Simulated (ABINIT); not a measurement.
# MoS2 (P-3m1) in ABINIT: further runs

The runs below take MoS2 through single point, with PBE.

Everything below comes from runs of ABINIT 10.8.3 (patched build). Logs are shortened: lines on timing, memory, paths and dates and some standing lists are left out, and cuts for length are marked. The log counts tension as positive stress, the text compression.

## Step 1: The crystal as given

The structure is trigonal, space group P-3m1 (No. 164). The conventional cell has a = 3.227 Å, b = 3.227 Å, c = 6.312 Å, α = 90.00°, β = 90.00°, γ = 120.00°. Around Mo (site symmetry -3m) lie 6 S at 2.42 Å. S (site symmetry 3m) is surrounded by 3 Mo at 2.42 Å.

Measurements of this composition are mostly on another form, of space group No. 194.

## Step 2: Single point, PBE

File run.abi:

```
# Pseudopotentials
pp_dirpath "./"
pseudos "Mo.upf, S.upf"

# Structure
acell 3.2274645616 3.2274645615 6.31247342 Angstrom
rprim
     1.0000000000     0.0000000000     0.0000000000
    -0.5000000000     0.8660254038     0.0000000000
     0.0000000000     0.0000000000     1.0000000000
ntypat 2
znucl 42 16
natom 3
typat 1 2 2
xred
     0.0000000000     0.0000000000     0.5000000000
     0.6666666667     0.3333333333     0.7446806800
     0.3333333333     0.6666666667     0.2553193200

# Plane-wave basis
ecut 40.0

# k points
kptopt 1
ngkpt 9 9 4
nshiftk 1
shiftk 0.0 0.0 0.0

# Exchange and correlation
ixc 11

# Bands and occupations
nband 17
occopt 3
tsmear 0.05 eV

# SCF cycle
nstep 100
tolvrs 1.0e-10

# Output
iomode 3
prtwf 0
prtden 0
prteig 0
prtebands 0
enunit 1
```

Potentials or basis: PseudoDojo NC SR PBE v0.5 stringent.

Command:

```bash
> abinit run.abi > log 2>&1
```

run.abo:

```text
.Version 10.8.3 of ABINIT
 Symmetries : space group P-3 m 1 (#164); Bravais hP (primitive hexag.)
================================================================================
 Values of the parameters that define the memory need of the present run
     intxc =       0    ionmov =       0      iscf =       7    lmnmax =       6
     lnmax =       6     mgfft =      72  mpssoang =       3    mqgrid =    3397
     natom =       3  nloc_mem =       1    nspden =       1   nspinor =       1
    nsppol =       1      nsym =      12    n1xccc =    2501    ntypat =       2
    occopt =       3   xclevel =       2
       mpw =        4672          nfft =       93312          nkpt =          43
================================================================================
================================================================================

--------------------------------------------------------------------------------
------------- Echo of variables that govern the present computation ------------
--------------------------------------------------------------------------------
 -outvars: echo values of preprocessed input variables --------
            acell      6.0990241025E+00  6.0990241023E+00  1.1928845941E+01 Bohr
              amu      9.59400000E+01  3.20660000E+01
             ecut      4.00000000E+01 Hartree
           enunit           1
              ixc          11
         kptrlatt        9    0    0      0    9    0      0    0    4
          kptrlen      4.77153838E+01
            natom           3
            nband          17
            ngfft          36      36      72
             nkpt          43
            nstep         100
             nsym          12
           ntypat           2
           occopt           3
           prtden           0
        prtebands           0
           prteig           0
            prtwf           0
            rprim      1.0000000000E+00  0.0000000000E+00  0.0000000000E+00
                      -5.0000000000E-01  8.6602540380E-01  0.0000000000E+00
                       0.0000000000E+00  0.0000000000E+00  1.0000000000E+00
          spgroup         164
           tolvrs      1.00000000E-10
           tsmear      1.83746611E-03 Hartree
            typat      1  2  2
           xangst      0.0000000000E+00  0.0000000000E+00  3.1562367100E+00
                       1.6137322808E+00  9.3168876671E-01  4.7007769989E+00
                       3.3332820768E-11  1.8633775334E+00  1.6116964211E+00
            xcart      0.0000000000E+00  0.0000000000E+00  5.9644229704E+00
                       3.0495120513E+00  1.7606366037E+00  8.8831811069E+00
                       6.2989902255E-11  3.5212732073E+00  3.0456648340E+00
             xred      0.0000000000E+00  0.0000000000E+00  5.0000000000E-01
                       6.6666666667E-01  3.3333333333E-01  7.4468068000E-01
                       3.3333333333E-01  6.6666666667E-01  2.5531932000E-01
            znucl       42.00000   16.00000

[... 110 lines left out ...]
 Mean square residual over all n,k,spin=   27.873E-08; max=  15.891E-05
 reduced coordinates (array xred) for    3 atoms
       0.000000000000      0.000000000000      0.500000000000
       0.666666666667      0.333333333333      0.744680680000
       0.333333333333      0.666666666667      0.255319320000
 rms dE/dt=  3.1986E-02; max dE/dt=  6.7852E-02; dE/dt below (all hartree)
    1       0.000000000000      0.000000000000      0.000000000000
    2      -0.000000000000     -0.000000000000     -0.067851874587
    3       0.000000000000     -0.000000000000      0.067851874587

 cartesian coordinates (angstrom) at end:
    1      0.00000000000000     0.00000000000000     3.15623671000000
    2      1.61373228081667     0.93168876670774     4.70077699888753
    3      0.00000000003333     1.86337753341549     1.61169642111247

 cartesian forces (hartree/bohr) at end:
    1      0.00000000000000    -0.00000000000000    -0.00000000000000
    2      0.00000000000000     0.00000000000000     0.00568805020396
    3     -0.00000000000000    -0.00000000000000    -0.00568805020396
 frms,max,avg= 2.6813726E-03 5.6880502E-03   0.000E+00  0.000E+00  0.000E+00 h/b

 cartesian forces (eV/Angstrom) at end:
    1      0.00000000000000    -0.00000000000000    -0.00000000000000
    2      0.00000000000000     0.00000000000000     0.29249130159513
    3     -0.00000000000000    -0.00000000000000    -0.29249130159513
 frms,max,avg= 1.3788172E-01 2.9249130E-01   0.000E+00  0.000E+00  0.000E+00 e/A
 length scales=  6.099024102497  6.099024102308 11.928845940872 bohr
              =  3.227464561600  3.227464561500  6.312473420000 angstroms
 Fermi (or HOMO) energy (eV) =   7.79562   Average Vxc (eV)= -10.56896
 Eigenvalues (   eV  ) for nkpt=  43  k points:
 kpt#   1, nband= 17, wtk=  0.00309, kpt=  0.0000  0.0000  0.0000 (reduced coord)
 -54.00387  -28.03149  -28.00432  -28.00432   -7.03870   -5.59881    1.14094    3.76492
   3.76492    5.96323    6.74618    6.84931    6.84931    7.47258    7.47258   10.98127
  10.98127
 prteigrs : prtvol=0 or 1, do not print more k-points.

--- !EnergyTerms
iteration_state     : {dtset: 1, }
comment             : Components of total free energy in Hartree
kinetic             :  2.99716529336244E+01
hartree             :  2.89232476742537E+01
xc                  : -1.65899977896513E+01
Ewald energy        : -5.70820386250769E+01
psp_core            :  2.30313695702814E+00
local_psp           : -9.14862016953553E+01
non_local_psp       :  1.16076788360074E+01
internal            : -9.23525217091699E+01
'-kT*entropy'       : -3.25948810214418E-04
total_energy        : -9.23528476579801E+01
total_energy_eV     : -2.51304900853754E+03
band_energy         : -8.82839136374568E+00
...

 Cartesian components of stress tensor (hartree/bohr^3)
  sigma(1 1)= -6.16841683E-06  sigma(3 2)=  0.00000000E+00
  sigma(2 2)= -6.16841667E-06  sigma(3 1)=  0.00000000E+00
  sigma(3 3)= -1.04258788E-04  sigma(2 1)= -1.07104094E-13

-Cartesian components of stress tensor (GPa)         [Pressure=  1.1435E+00 GPa]
- sigma(1 1)= -1.81481089E-01  sigma(3 2)=  0.00000000E+00
- sigma(2 2)= -1.81481084E-01  sigma(3 1)=  0.00000000E+00
- sigma(3 3)= -3.06739944E+00  sigma(2 1)= -3.15111124E-09

== END DATASET(S) ==============================================================
================================================================================

 -outvars: echo values of variables after computation  --------
            acell      6.0990241025E+00  6.0990241023E+00  1.1928845941E+01 Bohr
           etotal     -9.2352847658E+01
            fcart      7.3581313390E-30 -4.2057369183E-28 -0.0000000000E+00
                       2.9432525356E-29  5.3527560778E-28  5.6880502040E-03
                      -3.6790656695E-29 -1.1470191595E-28 -5.6880502040E-03
            rprim      1.0000000000E+00  0.0000000000E+00  0.0000000000E+00
                      -5.0000000000E-01  8.6602540380E-01  0.0000000000E+00
                       0.0000000000E+00  0.0000000000E+00  1.0000000000E+00
           strten     -6.1684168265E-06 -6.1684166707E-06 -1.0425878793E-04
                       0.0000000000E+00  0.0000000000E+00 -1.0710409417E-13
           xangst      0.0000000000E+00  0.0000000000E+00  3.1562367100E+00
                       1.6137322808E+00  9.3168876671E-01  4.7007769989E+00
                       3.3332820768E-11  1.8633775334E+00  1.6116964211E+00
             xred      0.0000000000E+00  0.0000000000E+00  5.0000000000E-01
                       6.6666666667E-01  3.3333333333E-01  7.4468068000E-01
                       3.3333333333E-01  6.6666666667E-01  2.5531932000E-01
 Calculation completed.
```

It took 2.3 min on 1 thread of Arm Neoverse V1, shared host; peak memory 0.13 GiB.

What came out:

```yaml
Free_energy: -2513.0490 eV
Pressure: 1.1 GPa
Largest_force: 0.292 eV/Å
Band_gap_on_the_k_mesh: none (metal or under the smearing width)
Valence_electrons_inside_the_program's_atomic_spheres: Mo 10.49; S 3.92
```

Forces on the atoms (eV/Å):
```
Mo   0.000  0.000  0.000
S    0.000  0.000  0.292
S    0.000  0.000 -0.292
```

Caveat: this functional lacks dispersion, which binds the layers, so the pressure and a relaxed spacing across them are unreliable.

## Step 3: Single point, PBE

run.abi: that of step 2 with these lines changed.

```diff
@@ -2,3 +2,3 @@
 pp_dirpath "./"
-pseudos "Mo.upf, S.upf"
+pseudos "Mo_ONCV_PBE-1.2.upf, S_ONCV_PBE-1.2.upf"
 
@@ -20,3 +20,3 @@
 # Plane-wave basis
-ecut 40.0
+ecut 30.0
```

Potentials or basis: SG15 NC PBE v1.2.

Command:

```bash
> abinit run.abi > log 2>&1
```

Wall time 82 s (1 thread of Arm Neoverse V1, shared host); peak memory 0.1 GiB.

Results (log left out):

* Free energy: -2424.4218 eV
* Pressure: 1.2 GPa
* Largest force: 0.320 eV/Å
* Band gap on the k mesh: none (metal or under the smearing width)
* Valence electrons inside the program's atomic spheres: Mo 10.48; S 3.92

Forces on the atoms (eV/Å):
```
Mo   0.000  0.000  0.000
S    0.000  0.000  0.320
S    0.000  0.000 -0.320
```

Stress tensor (GPa, compression positive):
```
0.22 0.00 0.00
0.00 0.22 0.00
0.00 0.00 3.23
```

Levels at points of the mesh, in eV from the Fermi level:
| k point | band 9 | band 10 | band 11 | band 12 | band 13 | band 14 | band 15 | band 16 | band 17 |
| --- | --- | --- | --- | --- | --- | --- | --- | --- | --- |
| (0.00, 0.00, 0.00) | -4.04 | -1.83 | -1.04 | -0.95 | -0.95 | -0.32 | -0.32 | 3.19 | 3.19 |
| (0.00, 0.00, 0.50) | -4.03 | -3.57 | -0.95 | -0.95 | -0.39 | -0.39 | -0.06 | 3.35 | 3.35 |

Caveat: this functional lacks dispersion, which binds the layers, so the pressure and a relaxed spacing across them are unreliable.

## Step 4: Single point, PBE

run.abi: that of step 3 with these lines changed.

```diff
@@ -2,3 +2,3 @@
 pp_dirpath "./"
-pseudos "Mo_ONCV_PBE-1.2.upf, S_ONCV_PBE-1.2.upf"
+pseudos "42_Mo_14_2.0_2.6_pbe_n_v1.0.psp8, 16_S_6_1.8_1.9_pbe_n_v1.0.psp8"
 
@@ -20,3 +20,3 @@
 # Plane-wave basis
-ecut 30.0
+ecut 22.0
```

Potentials or basis: SPMS NC PBE v1.0.

Command:

```bash
> abinit run.abi > log 2>&1
```

It took 54 s on 1 thread of Arm Neoverse V1, shared host; peak memory 0.08 GiB.

The run converged. Its results:

```
Free energy                                           : -2507.9347 eV
Pressure                                              : 1.0 GPa
Largest force                                         : 0.295 eV/Å
Band gap on the k mesh                                : none (metal or under the smearing width)
Valence electrons inside the program's atomic spheres : Mo 10.49; S 3.93
```

Forces on the atoms (eV/Å):
```
Mo   0.000  0.000  0.000
S    0.000  0.000  0.295
S    0.000  0.000 -0.295
```

Stress tensor (GPa, compression positive):
```
0.07 0.00 0.00
0.00 0.07 0.00
0.00 0.00 2.99
```

Levels at points of the mesh, in eV from the Fermi level:
```csv
k point,band 10,band 11,band 12,band 13,band 14,band 15,band 16,band 17
"(0.00, 0.00, 0.00)",-1.83,-1.05,-0.95,-0.95,-0.32,-0.32,3.19,3.19
"(0.00, 0.00, 0.50)",-3.57,-0.95,-0.95,-0.39,-0.39,-0.07,3.34,3.34
```

Caveat: this functional lacks dispersion, which binds the layers, so the pressure and a relaxed spacing across them are unreliable.

## Step 5: Single point, PBE

run.abi: that of step 4 with these lines changed.

```diff
@@ -2,3 +2,3 @@
 pp_dirpath "./"
-pseudos "42_Mo_14_2.0_2.6_pbe_n_v1.0.psp8, 16_S_6_1.8_1.9_pbe_n_v1.0.psp8"
+pseudos "Mo.GGA_PBE-JTH.xml, S.GGA_PBE-JTH.xml"
 
@@ -20,3 +20,5 @@
 # Plane-wave basis
-ecut 22.0
+ecut 20.0
+pawecutdg 40.0
+pawxcdev 0
 
@@ -38,3 +40,3 @@
 nstep 100
-tolvrs 1.0e-10
+tolvrs 1.0e-9
```

Potentials or basis: JTH PAW PBE v2.0.

Command:

```bash
> abinit run.abi > log 2>&1
```

It took 51 s on 1 thread of Arm Neoverse V1, shared host; peak memory 0.14 GiB.

Results (log left out):

* Free energy: -2437.0395 eV
* Pressure: 1.1 GPa
* Largest force: 0.287 eV/Å
* Band gap on the k mesh: none (metal or under the smearing width)
* Valence electrons inside the program's atomic spheres: Mo 11.22; S 3.57

Forces in eV/Å, atoms in the order of the input:
```
Mo   0.000  0.000  0.000
S    0.000  0.000  0.287
S    0.000  0.000 -0.287
```

Stress tensor (GPa, compression positive):
```
0.10 0.00 0.00
0.00 0.10 0.00
0.00 0.00 2.95
```

Levels at points of the mesh, in eV from the Fermi level:
```
           k point  band 10  band 11  band 12  band 13  band 14  band 15  band 16  band 17
(0.00, 0.00, 0.00)    -1.84    -1.05    -0.94    -0.94    -0.32    -0.32     3.19     3.19
(0.00, 0.00, 0.50)    -3.57    -0.95    -0.95    -0.39    -0.39    -0.07     3.34     3.34
```

Caveat: this functional lacks dispersion, which binds the layers, so the pressure and a relaxed spacing across them are unreliable.

## Step 6: The runs side by side

| potentials or basis | cutoff (eV) | fine-grid cutoff | gap on the mesh (eV) | pressure (GPa) | largest force (eV/Å) |
| --- | --- | --- | --- | --- | --- |
| PseudoDojo NC SR PBE v0.5 stringent | 1088 | - | none | 1.1 | 0.29 |
| SG15 NC PBE v1.2 | 816 | - | none | 1.2 | 0.32 |
| SPMS NC PBE v1.0 | 599 | - | none | 1.0 | 0.30 |
| JTH PAW PBE v2.0 | 544 | 1088.46 eV | none | 1.1 | 0.29 |

Alike in all rows: task single point; level PBE; no spin polarisation; cell as given; k mesh 9 × 9 × 4; smearing fermi-dirac 0.05 eV.

Caveats: this functional lacks dispersion, which binds the layers, so the pressure and a relaxed spacing across them are unreliable.

Absolute energies hang on the potentials; compare differences alone.
